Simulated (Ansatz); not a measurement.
**Levels at Γ against strain in Li2Se**

```xyz
3
Lattice="0.0000 3.0025 3.0025 3.0025 0.0000 3.0025 3.0025 3.0025 0.0000" Properties=species:S:1:pos:R:3 pbc="T T T"
Li    1.5012    1.5012    1.5012
Li    4.5038    4.5038    4.5038
Se    0.0000    0.0000    0.0000
```

Atom numbers follow the list: Li1, Li2, Se3.

Conventional cell: a = 6.005 Å, b = 6.005 Å, c = 6.005 Å, α = 90.00°, β = 90.00°, γ = 90.00°. Li (atom 1) has 4 Se at 2.60 Å as nearest neighbours. Around Se (atom 3) lie 8 Li at 2.60 Å.

The geometry is COD entry 1011373, unchecked; take it as a test cell.

The calculation used DFT, LDA, all-electron LAPW, scalar-relativistic in Ansatz 0.2.0.

Sampling and basis: a Γ-centred 9×9×9 k mesh, Fermi–Dirac smearing of 0.03 eV, basis error target 1 meV/atom, no spin polarisation.

The cell is scaled evenly. Fractional coordinates are held (clamped ions).

Only quantities that a quadratic follows smoothly over the whole series are listed; rougher ones are left out.

```tsv
ln(V/Vcell)	direct gap at Γ (eV)	smallest gap on mesh and path (eV)
-0.0619	3.454	2.760
-0.0408	3.362	2.779
-0.0202	3.273	2.797
0.0000	3.188	2.813
0.0100	3.147	2.820
0.0198	3.107	2.827
0.0392	3.029	2.840
0.0583	2.955	2.852
```

Question: Fit the series and give the slopes at zero strain.

Answer: Least-squares fits y = p0 + p1 x + p2 x² to the rows give direct gap at Γ (eV): p1 = -4.15, p2 = 2.5; smallest gap on mesh and path (eV): p1 = 0.759, p2 = -1.5. So dEg/dln V = -4.1 eV for the direct gap at Γ, which isn't the fundamental gap here: that one has dEg/dln V = 0.8 eV. Semilocal gaps are too small, but their slopes carry over better.

Question: One run, at ln(V/Vcell) = -0.0101, is withheld. Predict its row.

Answer: The fits give 3.230, 2.805; the run gave 3.230, 2.805.
